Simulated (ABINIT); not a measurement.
GaP: single point with LDA

The system is GaP.

```
CELL_PARAMETERS angstrom
0.00000 2.69415 2.69415
2.69415 0.00000 2.69415
2.69415 2.69415 0.00000
ATOMIC_POSITIONS crystal
Ga 0.00000 0.00000 0.00000
P 0.75000 0.75000 0.75000
```

The cell isn't the ideal one: cell relaxed.

```json
{"Program": "ABINIT 10.8.3 (patched build)", "Task": "single point", "Functional": "LDA", "Potentials or basis": "PseudoDojo NC SR LDA v0.4.1 standard", "Cutoff": "1088 eV", "k mesh": "6 × 6 × 6", "Occupations": "fermi-dirac, width 0.05 eV", "Spin": "no spin polarisation"}
```

```
Pressure                                              : 0.0 GPa
Band gap on the k mesh                                : 1.43 eV, indirect (least direct gap 1.89 eV)
Valence electrons inside the program's atomic spheres : Ga 10.88; P 2.80
```

Levels at points of the mesh, in eV from the valence-band top:
| k point | band 5 | band 6 | band 7 | band 8 | band 9 | band 10 | band 11 | band 12 | band 13 |
| --- | --- | --- | --- | --- | --- | --- | --- | --- | --- |
| (0.00, 0.00, 0.00) | -14.65 | -12.78 | 0.00 | 0.00 | 0.00 | 1.89 | 3.78 | 3.78 | 3.78 |
| (0.50, 0.00, 0.00) | -14.64 | -10.59 | -6.92 | -1.18 | -1.18 | 1.61 | 4.62 | 4.62 | 8.12 |
| (0.50, 0.50, 0.00) | -14.63 | -9.62 | -7.02 | -2.83 | -2.83 | 1.43 | 1.65 | 10.69 | 10.69 |

Wall time 18 s on 1 thread of AMD EPYC 9R45 96-Core Processor (Zen 5) (shared host), peak memory 0.08 GiB.

A k mesh can miss the band edges.
